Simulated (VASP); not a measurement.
A run of VASP 6.6.1:

Contents of INCAR:

```
SYSTEM = Ca
PREC = Accurate
ENCUT = 520
EDIFF = 1E-7
ISMEAR = -1
SIGMA = 0.1
LREAL = .FALSE.
LASPH = .TRUE.
NELM = 80
ALGO = Fast
ISIF = 2
LWAVE = .FALSE.
LCHARG = .FALSE.
GGA = RP
NBANDS = 22
```

The input KPOINTS:

```
Automatic mesh
0
G
  8 8 11
  0 0 0
```

File POSCAR:

```
Ca
1.0
    6.3869952790      0.0000000000      0.0000000000
   -3.1934976395      5.5313001654      0.0000000000
    0.0000000000      0.0000000000      3.8199801632
Ca
3
Direct
    0.0000000000      0.0000000000      0.0000000000
    0.3333333333      0.6666666667      0.5000000000
    0.6666666667      0.3333333333      0.5000000000
```

Potentials or basis: VASP PAW PBE potentials, release 64 (Ca_sv).

Launch:

```sh
$ cat potpaw_PBE.64/Ca_sv/POTCAR > POTCAR
$ mpirun -np 1 vasp_std > vasp.out
```

Hardware: 1 thread of Intel(R) Xeon(R) Platinum 8488C (Sapphire Rapids), with other jobs on the host.

Task: How long does it take, and how much memory?

Result: Run time: 4.5 min on 1 thread of Intel(R) Xeon(R) Platinum 8488C (Sapphire Rapids), with other jobs on the host, peak memory 0.32 GiB. Counts: scf iterations 21, k points 60.
